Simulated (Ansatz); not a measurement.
Relaxation of AlNi3

These are results of DFT PBE, scalar-relativistic, plane waves, PAW in Ansatz 0.2.0, not measurements. Settings: 420 eV cutoff, 12×12×12 k-mesh, Gaussian smearing of 0.10 eV, collinear spin.

What was changed: relaxed at 30 GPa.

Other phases may be more stable at this pressure.

Command:

```bash
ansatz run input.yaml --threads 1 --pin off --max-ram 2560MiB --backend cpu --events-out ev --progress --plain --runs-dir out
```

Input:

```yaml
crystal:
  lattice:
    - [3.4185187682, 0.0, 0.0]
    - [0.0, 3.4185187682, 0.0]
    - [0.0, 0.0, 3.4185187682]
  atoms:
    - { symbol: Al, position: [0.0, 0.0, 0.0] }
    - { symbol: Ni, position: [0.0, 0.5, 0.5], spin: 0.29 }
    - { symbol: Ni, position: [0.5, 0.0, 0.5], spin: 0.29 }
    - { symbol: Ni, position: [0.5, 0.5, 0.0], spin: 0.29 }
basis:
  ecutwfc: 420
kpoints:
  mp_grid: { grid: [12, 12, 12] }
hamiltonian:
  xc: pbe
scf:
  occupations: { method: gaussian, width: 0.1 }
output:
  forces: true
  stress: true
  eigenvalues: true
  populations: true
magnetization:
  spin_polarized: true
relax:
  adjacent_minimum: "off"
  f_tol: 0.008
  max_steps: 50
  cell: { stress_tol: 0.08, p_target: 30.0 }
```

F is the free energy. Steps run on the plane waves of an earlier cell, but the last one, and at times one on the way, on a freshly chosen basis, so a repeated geometry can differ a little in energy. The relaxation lowers the enthalpy F + PV at the target pressure, so F itself can rise.

Steps:

| step | F − F(1) (eV) | largest force component (eV/Å) | V (Å³/atom) | P (GPa) |
| --- | --- | --- | --- | --- |
| 1 | 0.0000 | 0.000 | 9.987 | 30.99 |
| 2 | -0.0138 | 0.000 | 10.006 | 30.42 |
| 3 | -0.0240 | 0.000 | 10.019 | 30.01 |
| 4 | -0.0240 | 0.000 | 10.019 | 30.00 |

Relaxed structure:

```xyz
4
Lattice="3.4221 0.0000 0.0000 0.0000 3.4221 0.0000 0.0000 0.0000 3.4221" Properties=species:S:1:pos:R:3 pbc="T T T"
Al    0.0000    0.0000    0.0000
Ni    0.0000    1.7111    1.7111
Ni    1.7111    0.0000    1.7111
Ni    1.7111    1.7111    0.0000
```

Symmetry: Pm-3m, No. 221, cubic system. The conventional cell has a = 3.422 Å, b = 3.422 Å, c = 3.422 Å, α = 90.00°, β = 90.00°, γ = 90.00°. Around Al (site symmetry m-3m) lie 12 Ni at 2.42 Å. Ni (site symmetry 4/mmm) has 4 Al at 2.42 Å and 8 Ni at 2.42 Å as nearest neighbours.

The run converged. It took 25 s on 1 thread of AMD EPYC 9R45 96-Core Processor (Zen 5), on a shared host, peak memory 0.53 GiB.